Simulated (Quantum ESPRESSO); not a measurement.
# SiC (Moissanite 3C): zone-centre phonons, part 2 of 3

Aim: the zone-centre modes of SiC (Moissanite 3C).

Quantum ESPRESSO 7.5; DFT PBE, scalar-relativistic, plane waves, GBRV ultrasoft pseudopotentials.

So far. Step 2 (A probe with smearing): A gap of 1.4 eV opens on this mesh, so the crystal is taken as an insulator; the start stands at 3.1 GPa. Step 4 (Self-consistent run for the response): The cell stands at 0.059 GPa, close enough for phonons. The relaxed cell has a = 4.378 Å (conventional setting).

**5. Linear response at Γ**

At q = 0 one unit cell holds all displacements; symmetry groups them into irreducible representations that are solved one by one. The response to a field gives ε∞ and the Born charges, which polar modes need.

ph.in

```
phonons
&inputph
   prefix = 'x'
   outdir = './tmp'
   fildyn = 'g.dyn'
   tr2_ph = 1.0d-18
   epsil = .true.
/
0.000000000000 0.000000000000 0.000000000000
```

On the command line:

```sh
$ OMP_NUM_THREADS=1 mpirun -n 4 ph.x -nk 4 -in ph.in > ph.out
```

Log:

```text
[banners, grids, parts of the stress and lines that vanish by symmetry left out]
[banner, memory and clock lines left out]
Program PHONON v.7.5

     ./tmp/x.save/

     IMPORTANT: XC functional enforced from input :
     Exchange-correlation= PBE
                           (   1   4   3   4   0   0   0)
     Any further DFT definition will be discarded
     Please, verify this is what you really want

     G-vector sticks info

     Reading collected, re-writing distributed wavefunctions in ./tmp/

     Number and degeneracy of irreps per q-point
       N         xq(1)         xq(2)         xq(3)   N irreps
       1   0.000000000   0.000000000   0.000000000       2
        3   3

     Calculation of q =    0.0000000   0.0000000   0.0000000

     phonons

     bravais-lattice index     =            2
     lattice parameter (alat)  =       8.2738  a.u.
     unit-cell volume          =     141.5973 (a.u.)^3
     number of atoms/cell      =            2
     number of atomic types    =            2
     kinetic-energy cut-off    =      55.0000  Ry
     charge density cut-off    =     440.0000  Ry
     convergence threshold     =      1.0E-18
     beta                      =       0.7000
     number of iterations used =            4
     Exchange-correlation= PBE
                           (   1   4   3   4   0   0   0)

     celldm(1)=    8.27380  celldm(2)=    0.00000  celldm(3)=    0.00000
     celldm(4)=    0.00000  celldm(5)=    0.00000  celldm(6)=    0.00000

     crystal axes: (cart. coord. in units of alat)
               a(1) = ( -0.5000  0.0000  0.5000 )
               a(2) = (  0.0000  0.5000  0.5000 )
               a(3) = ( -0.5000  0.5000  0.0000 )

     reciprocal axes: (cart. coord. in units 2 pi/alat)
               b(1) = ( -1.0000 -1.0000  1.0000 )
               b(2) = (  1.0000  1.0000  1.0000 )
               b(3) = ( -1.0000  1.0000 -1.0000 )

     Atoms inside the unit cell:

     Cartesian axes

     site n.  atom      mass           positions (alat units)
        1  Si     28.0850   tau(    1) = (    0.00000    0.00000    0.00000  )
        2  C      12.0110   tau(    2) = (   -0.25000    0.25000    0.25000  )

     Computing dynamical matrix for
                    q = (   0.0000000   0.0000000   0.0000000 )

     25 Sym.Ops. (with q -> -q+G )

     G cutoff =  762.9620  (  22123 G-vectors)     FFT grid: ( 40, 40, 40)
     G cutoff =  381.4810  (   7799 G-vectors)  smooth grid: ( 27, 27, 27)
     number of k points=    72
                       cart. coord. in units 2pi/alat
        k(    1) = (   0.0000000   0.0000000   0.0000000), wk =   0.0011574
        k(    2) = (  -0.0833333   0.0833333  -0.0833333), wk =   0.0092593
        k(    3) = (  -0.1666667   0.1666667  -0.1666667), wk =   0.0092593
        [... further k-points left out ...]

     PseudoPot. # 1 for Si read from file:
     ./pseudo/Si.upf
     Pseudo is Ultrasoft + core correction, Zval =  4.0
     Using radial grid of  899 points,  6 beta functions with:
                l(1) =   0
                l(2) =   0
                l(3) =   1
                l(4) =   1
                l(5) =   2
                l(6) =   2
     Q(r) pseudized with  8 coefficients,  rinner =    0.900   0.900   0.900
                                                       0.900   0.900

     PseudoPot. # 2 for C  read from file:
     ./pseudo/C.upf
     Pseudo is Ultrasoft + core correction, Zval =  4.0
     Using radial grid of  721 points,  4 beta functions with:
                l(1) =   0
                l(2) =   0
                l(3) =   1
                l(4) =   1
     Q(r) pseudized with  8 coefficients,  rinner =    1.100   1.100   1.100

     Mode symmetry, T_d (-43m)  point group:

     Electric field:
     Dielectric constant
     Born effective charges as d Force / d E

     Atomic displacements:
     There are    2 irreducible representations

     Representation     1      3 modes -  To be done

     Representation     2      3 modes -  To be done

     Alpha used in Ewald sum =   2.8000

     Electric Fields Calculation

      iter #   1   av.it.:   5.3
      thresh= 1.000E-02 alpha_mix =  0.700 |ddv_scf|^2 =  2.506E-08

      iter #   2   av.it.:  11.0
      thresh= 1.583E-05 alpha_mix =  0.700 |ddv_scf|^2 =  6.251E-10

      iter #   3   av.it.:  10.7
      thresh= 2.500E-06 alpha_mix =  0.700 |ddv_scf|^2 =  5.965E-11

      iter #   4   av.it.:  10.3
      thresh= 7.723E-07 alpha_mix =  0.700 |ddv_scf|^2 =  3.908E-13

      iter #   5   av.it.:  10.6
      thresh= 6.252E-08 alpha_mix =  0.700 |ddv_scf|^2 =  3.454E-15

      iter #   6   av.it.:  10.7
      thresh= 5.877E-09 alpha_mix =  0.700 |ddv_scf|^2 =  5.315E-17

      iter #   7   av.it.:  10.6
      thresh= 7.291E-10 alpha_mix =  0.700 |ddv_scf|^2 =  8.788E-19

     End of electric fields calculation

          Dielectric constant in cartesian axis

          (       6.988379714       0.000000000      -0.000000000 )
          (       0.000000000       6.988379714       0.000000000 )
          (       0.000000000       0.000000000       6.988379714 )

          Effective charges (d Force / dE) in cartesian axis without acoustic sum rule applied (asr)

           atom    1  Si    Mean Z*:        2.70773
      Ex  (        2.70773       -0.00000        0.00000 )
      Ey  (       -0.00000        2.70773        0.00000 )
      Ez  (       -0.00000        0.00000        2.70773 )
           atom    2  C     Mean Z*:       -2.70917
      Ex  (       -2.70917        0.00000       -0.00000 )
      Ey  (        0.00000       -2.70917        0.00000 )
      Ez  (       -0.00000        0.00000       -2.70917 )

          Effective charges Sum: Mean:       -0.00143
             -0.00143        0.00000       -0.00000
              0.00000       -0.00143        0.00000
             -0.00000        0.00000       -0.00143

          Effective charges (d Force / dE) in cartesian axis with asr applied:
           atom    1  Si    Mean Z*:        2.70845
      E*x (        2.70845       -0.00000        0.00000 )
      E*y (       -0.00000        2.70845        0.00000 )
      E*z (        0.00000        0.00000        2.70845 )
           atom    2  C     Mean Z*:       -2.70845
      E*x (       -2.70845        0.00000       -0.00000 )
      E*y (        0.00000       -2.70845       -0.00000 )
      E*z (       -0.00000       -0.00000       -2.70845 )

     Representation #   1 modes #   1   2   3

     Self-consistent Calculation

      iter #   1   av.it.:   5.7
      thresh= 1.000E-02 alpha_mix =  0.700 |ddv_scf|^2 =  1.560E-07

      iter #   2   av.it.:  11.1
      thresh= 3.950E-05 alpha_mix =  0.700 |ddv_scf|^2 =  1.171E-09

      iter #   3   av.it.:  11.2
      thresh= 3.422E-06 alpha_mix =  0.700 |ddv_scf|^2 =  5.087E-12

      iter #   4   av.it.:  11.1
      thresh= 2.255E-07 alpha_mix =  0.700 |ddv_scf|^2 =  7.971E-14

      iter #   5   av.it.:  10.6
      thresh= 2.823E-08 alpha_mix =  0.700 |ddv_scf|^2 =  9.670E-16

      iter #   6   av.it.:  10.8
      thresh= 3.110E-09 alpha_mix =  0.700 |ddv_scf|^2 =  7.112E-18

      iter #   7   av.it.:  10.1
      thresh= 2.667E-10 alpha_mix =  0.700 |ddv_scf|^2 =  4.486E-19

     End of self-consistent calculation

     Convergence has been achieved

     Representation #   2 modes #   4   5   6

     Self-consistent Calculation

      iter #   1   av.it.:   5.1
      thresh= 1.000E-02 alpha_mix =  0.700 |ddv_scf|^2 =  1.140E-08

      iter #   2   av.it.:  11.1
      thresh= 1.068E-05 alpha_mix =  0.700 |ddv_scf|^2 =  9.169E-10

      iter #   3   av.it.:  10.6
      thresh= 3.028E-06 alpha_mix =  0.700 |ddv_scf|^2 =  7.472E-12

      iter #   4   av.it.:  10.9
      thresh= 2.733E-07 alpha_mix =  0.700 |ddv_scf|^2 =  1.221E-13

      iter #   5   av.it.:  10.9
      thresh= 3.494E-08 alpha_mix =  0.700 |ddv_scf|^2 =  4.253E-15

      iter #   6   av.it.:  10.9
      thresh= 6.522E-09 alpha_mix =  0.700 |ddv_scf|^2 =  1.804E-17

      iter #   7   av.it.:  10.7
      thresh= 4.247E-10 alpha_mix =  0.700 |ddv_scf|^2 =  7.140E-19

     End of self-consistent calculation

     Convergence has been achieved

     Number of q in the star =    1
     List of q in the star:
          1   0.000000000   0.000000000   0.000000000

          Dielectric constant in cartesian axis

          (       6.988379714       0.000000000      -0.000000000 )
          (       0.000000000       6.988379714       0.000000000 )
          (       0.000000000       0.000000000       6.988379714 )

          Effective charges (d Force / dE) in cartesian axis without acoustic sum rule applied (asr)

           atom    1  Si    Mean Z*:        2.70773
      Ex  (        2.70773       -0.00000        0.00000 )
      Ey  (       -0.00000        2.70773        0.00000 )
      Ez  (       -0.00000        0.00000        2.70773 )
           atom    2  C     Mean Z*:       -2.70917
      Ex  (       -2.70917        0.00000       -0.00000 )
      Ey  (        0.00000       -2.70917        0.00000 )
      Ez  (       -0.00000        0.00000       -2.70917 )

          Effective charges Sum: Mean:       -0.00143
             -0.00143        0.00000       -0.00000
              0.00000       -0.00143        0.00000
             -0.00000        0.00000       -0.00143

          Effective charges (d Force / dE) in cartesian axis with asr applied:
           atom    1  Si    Mean Z*:        2.70845
      E*x (        2.70845       -0.00000        0.00000 )
      E*y (       -0.00000        2.70845        0.00000 )
      E*z (        0.00000        0.00000        2.70845 )
           atom    2  C     Mean Z*:       -2.70845
      E*x (       -2.70845        0.00000       -0.00000 )
      E*y (        0.00000       -2.70845       -0.00000 )
      E*z (       -0.00000       -0.00000       -2.70845 )

     Diagonalizing the dynamical matrix

     q = (    0.000000000   0.000000000   0.000000000 )

 **************************************************************************
     freq (    1) =       0.018272 [THz] =       0.609492 [cm-1]
     freq (    2) =       0.018272 [THz] =       0.609492 [cm-1]
     freq (    3) =       0.018272 [THz] =       0.609492 [cm-1]
     freq (    4) =      23.268305 [THz] =     776.147126 [cm-1]
     freq (    5) =      23.268305 [THz] =     776.147126 [cm-1]
     freq (    6) =      23.268305 [THz] =     776.147126 [cm-1]
 **************************************************************************

     Mode symmetry, T_d (-43m)  point group:

     freq (   1-   3) =          0.6  [cm-1]   --> T_2  G_15 P_4   I+R
     freq (   4-   6) =        776.1  [cm-1]   --> T_2  G_15 P_4   I+R
```

The job ended after 42 s (4 MPI ranks of Arm Neoverse V1, shared host).

Numbers from this step:

```
miss of the charge sum rule                                       : 0.001440 e
largest acoustic frequency at the zone centre before the sum rule : 0.61 cm⁻¹
highest optical zone-centre mode (no LO-TO term)                  : 776.1 cm⁻¹
lowest optical zone-centre mode                                   : 776.1 cm⁻¹
mean high-frequency dielectric constant                           : 6.988
largest Born charge in size (third of the trace)                  : 2.709 e
```

Born charge (rows field, columns displacement), before the sum rule (e), principal values of the symmetric part by kind of site:

| atom | atoms with these values | low | middle | high | mean |
| --- | --- | --- | --- | --- | --- |
| Si1 | 1 | 2.71 | 2.71 | 2.71 | 2.71 |
| C2 | 1 | -2.71 | -2.71 | -2.71 | -2.71 |

In full for Si1:

```
2.71 0.00 0.00
0.00 2.71 0.00
0.00 0.00 2.71
```

High-frequency dielectric tensor:

```
6.99 0.00 0.00
0.00 6.99 0.00
0.00 0.00 6.99
```

The acoustic modes at Γ come out as far as 0.6 cm⁻¹ from zero, where they should vanish, a small numerical error; the Born charges miss their sum rule by 0.0014 e, which is good.

**6. Zone-centre analysis**

A rigid shift of the crystal must cost nothing, but grids and finite bases break this; the acoustic sum rule is imposed before the matrix is diagonalised again. With Born charges the intensities follow, and the static dielectric tensor.

dynmat.in

```
&input
   fildyn = 'g.dyn'
   asr = 'simple'
   fileig = 'dynmat.eig'
   lperm = .true.
/
```

On the command line:

```sh
$ dynmat.x -in dynmat.in > dynmat.out
```

Log:

```text
[banner, memory and clock lines left out]
Program DYNMAT v.7.5

     Reading Dynamical Matrix from file g.dyn
     ...Force constants read
     ...epsilon and Z* read
     A direction for q was not specified:TO-LO splitting will be absent

     Polarizability (A^3 units)
     multiply by 0.333764 for Clausius-Mossotti correction
         9.999030    0.000000    0.000000
         0.000000    9.999030    0.000000
        -0.000000    0.000000    9.999030

     IR activities are in (D/A)^2/amu units

# mode   [cm-1]    [THz]      IR
    1      0.00    0.0000    0.0000
    2      0.00    0.0000    0.0000
    3      0.00    0.0000    0.0000
    4    776.15   23.2683   20.1167
    5    776.15   23.2683   20.1167
    6    776.15   23.2683   20.1167

Electronic dielectric permittivity tensor (relative, adimensional)
         6.988380    0.000000    0.000000
         0.000000    6.988380    0.000000
        -0.000000    0.000000    6.988380

 ... with zone-center polar mode contributions
        10.382790    0.000000    0.000000
         0.000000   10.382790    0.000000
         0.000000    0.000000   10.382790
```

Elapsed: 0.45 s, on 1 thread.

Read from the output:

| Property | Result |
| --- | --- |
| mean static dielectric constant | 10.38 |

Unit eigenvectors of the mass-weighted matrix after the sum rule; no LO-TO term. The modes at Γ (shares of kinetic energy by element, %):

| mode | frequency (cm⁻¹) | symmetry | Si % | C % |
| --- | --- | --- | --- | --- |
| 1 | 0.0 | acoustic | 70 | 30 |
| 2 | 0.0 | acoustic | 70 | 30 |
| 3 | 0.0 | acoustic | 70 | 30 |
| 4 | 776.2 | T2 | 30 | 70 |
| 5 | 776.2 | T2 | 30 | 70 |
| 6 | 776.2 | T2 | 30 | 70 |

Displacements in mode 5 (776.2 cm⁻¹), the largest set to 1:
```
Si1  0.00  0.00 -0.43
C2   0.00  0.00  1.00
```

Degenerate modes summed, no LO-TO term. Infrared lines, with heights relative to the strongest:

| position (cm⁻¹) | lines merged | label | IR intensity, relative |
| --- | --- | --- | --- |
| 776 | 3 | T2 | 100 |

Static dielectric tensor (ions relaxed, fixed cell):

```
10.38  0.00  0.00
 0.00 10.38  0.00
 0.00  0.00 10.38
```

The rule moves no optical mode by more than 0.1 cm⁻¹.

(Continued in part 3 of 3.)

[Host names and launcher messages were left out of these logs when they were recorded.]

[Logs are printed without paths, hosts, clocks, repeated set-up lines and the standing remarks that a program may print on its own settings, such as how far it seeks lower states.]

[Hosts, paths, dates, database ids (printed as entryN), source tags and the programs' standing remarks are cut or masked in the printed files.]
